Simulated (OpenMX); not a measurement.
# As under changes of volume

One of the cells (21.961 Å³/atom); the others are scaled copies at fixed shape and fractional positions:

```
As
1.0
     1.89325    1.09307    3.53733
    -1.89325    1.09307    3.53733
     0.00000   -2.18614    3.53733
As
2
Direct
  0.22600 0.22600 0.22600
  0.77400 0.77400 0.77400
```

* Program: OpenMX 3.8.5
* Functional: PBE
* Potentials or basis: OpenMX 2013 PBE set, As7.0-s3p2d2, fixed grid of 42 × 42 × 42 points
* k mesh: 9 × 9 × 9
* Occupations: fermi-dirac, width 0.05 eV
* Spin: no spin polarisation

```csv
volume (Å³/atom),energy over the lowest point (meV/atom),largest force (eV/Å)
20.239,108.25,1.772
20.669,77.47,1.505
21.100,?,?
21.961,17.60,0.989
22.392,6.85,0.873
22.822,0.00,0.781
```

Q: What does the run at 21.100 Å³/atom give?

A: Energy over the lowest point 52.56 meV/atom; largest force 1.360 eV/Å.

Worked out: A Birch-Murnaghan fit of order 3 (a polynomial in V^(-2/3)) to the other rows has its minimum at 23.48 Å³/atom, just outside them, with B0 = V·E''(V) = 62 GPa and B' = 4.3 at fixed shape and positions, which overstates the stiffness. It gives 52.42 meV/atom at 21.100 Å³/atom, against the run's 52.56.

Energies are extrapolated to zero smearing.

Caveats: the basis has few d functions beyond the semicore shells, which can make volumes several per cent too large; the basis of atomic orbitals isn't converged, which shifts pressures, moduli and gaps; forces of over 1 eV/Å show positions far from the minimum, so gaps and moduli don't describe the material at rest (some runs).
